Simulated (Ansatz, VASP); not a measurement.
Si in VASP and in Ansatz

```
Si
1.0
     0.00000    2.71650    2.71650
     2.71650    0.00000    2.71650
     2.71650    2.71650    0.00000
Si
2
Cartesian
  2.7165 2.7165 2.7165
  4.0748 4.0748 4.0748
```

Alike in both runs: task single point; functional PBEsol; k mesh 12 × 12 × 12; occupations gaussian, width 0.02 eV; no spin polarisation.

|  | VASP | Ansatz |
| --- | --- | --- |
| version | VASP 6.6.1 | Ansatz 0.2.0 |
| potentials or method | VASP PAW PBE potentials, release 64 (Si) | scalar-relativistic, plane waves, PAW |
| plane-wave cutoff (eV) | 520 | 420 |
| valence electrons in the cell | 8 | 8 |

```csv
,VASP,Ansatz,Ansatz less VASP
gap on the k mesh at the Fermi level (eV),0.46,0.46,+0.005
least direct gap on the mesh (eV),2.52,2.52,+0.003
pressure (GPa),0.1,0.0,-0.10
```

Caveats: the PAW data sets were made with another functional, which shifts forces and pressure a little (VASP). PBEsol gaps usually lie below the measured ones, often by a third to a half. A k mesh can miss the band edges.
